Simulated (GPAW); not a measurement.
A run of GPAW 26.7.0:

run.py

```python
import spglib
from ase import Atoms
from ase.calculators.mixing import SumCalculator
from ase.filters import FrechetCellFilter
from ase.io import read, write
from ase.optimize import BFGS
from dftd3.ase import DFTD3
from gpaw import GPAW, PW

atoms = read('BaTiO3.cif')
cell, positions, numbers = spglib.find_primitive(
    (atoms.cell[:], atoms.get_scaled_positions(), atoms.numbers), symprec=1e-4)
atoms = Atoms(numbers, cell=cell, scaled_positions=positions, pbc=True)

calc = GPAW(mode=PW(800),
            xc='MGGA_X_REVTPSS+MGGA_C_REVTPSS',
            kpts={'size': (4, 4, 4), 'gamma': True},
            occupations={'name': 'fermi-dirac', 'width': 0.05},
            nbands=36,
            convergence={'density': 1e-05, 'energy': 1e-05},
            eigensolver='davidson',
            maxiter=150,
            txt='gpaw.txt')
atoms.calc = SumCalculator([calc, DFTD3(method='revtpss', damping='d3zero')])
opt = BFGS(FrechetCellFilter(atoms), trajectory='relax.traj', logfile='-')
done = opt.run(fmax=0.02, steps=40)
calc.write('gs.gpw')
write('result.traj', atoms)
print('Converged:', done)
print('Cell:', atoms.cell.cellpar().round(4))
print('Volume:', round(atoms.get_volume(), 4))
print(atoms.get_scaled_positions().round(5))
```

Contents of BaTiO3.cif:

```cif
data_BaTiO3
_cell_length_a 5.65473322
_cell_length_b 5.65473322
_cell_length_c 6.95518048
_cell_angle_alpha 90.00000000
_cell_angle_beta 90.00000000
_cell_angle_gamma 120.00000000
_space_group_name_H-M_alt 'R3m'
_space_group_name_Hall 'R 3 -2"'
_space_group_IT_number 160
loop_
_space_group_symop_operation_xyz
'x,y,z'
'-y,x-y,z'
'-x+y,-x,z'
'-y,-x,z'
'-x+y,y,z'
'x,x-y,z'
'x+2/3,y+1/3,z+1/3'
'-y+2/3,x-y+1/3,z+1/3'
'-x+y+2/3,-x+1/3,z+1/3'
'-y+2/3,-x+1/3,z+1/3'
'-x+y+2/3,y+1/3,z+1/3'
'x+2/3,x-y+1/3,z+1/3'
'x+1/3,y+2/3,z+2/3'
'-y+1/3,x-y+2/3,z+2/3'
'-x+y+1/3,-x+2/3,z+2/3'
'-y+1/3,-x+2/3,z+2/3'
'-x+y+1/3,y+2/3,z+2/3'
'x+1/3,x-y+2/3,z+2/3'
loop_
_atom_site_label
_atom_site_type_symbol
_atom_site_symmetry_multiplicity
_atom_site_Wyckoff_symbol
_atom_site_fract_x
_atom_site_fract_y
_atom_site_fract_z
_atom_site_occupancy
Ba1 Ba 3 a 0.0000000000 0.0000000000 0.0000000000 1
Ti1 Ti 3 a 0.3333333333 0.6666666667 0.1511666667 1
O1 O 9 b 0.4970333333 0.5029666667 0.0115666667 1
```

Potentials or basis: GPAW PAW data sets (gpaw-data 1.2.1), pw.

Launch:

```sh
$ OMP_NUM_THREADS=1 python run.py
```

Hardware: 1 thread of Arm Neoverse V2, with other jobs on the host.

Problem. Estimate the wall time of this run.

Solution. Run time: 14 min on 1 thread of Arm Neoverse V2, with other jobs on the host, peak memory 1.8 GiB. Counts: scf iterations 160, plane waves 3328, bands 36, k points 13, ion steps 10.
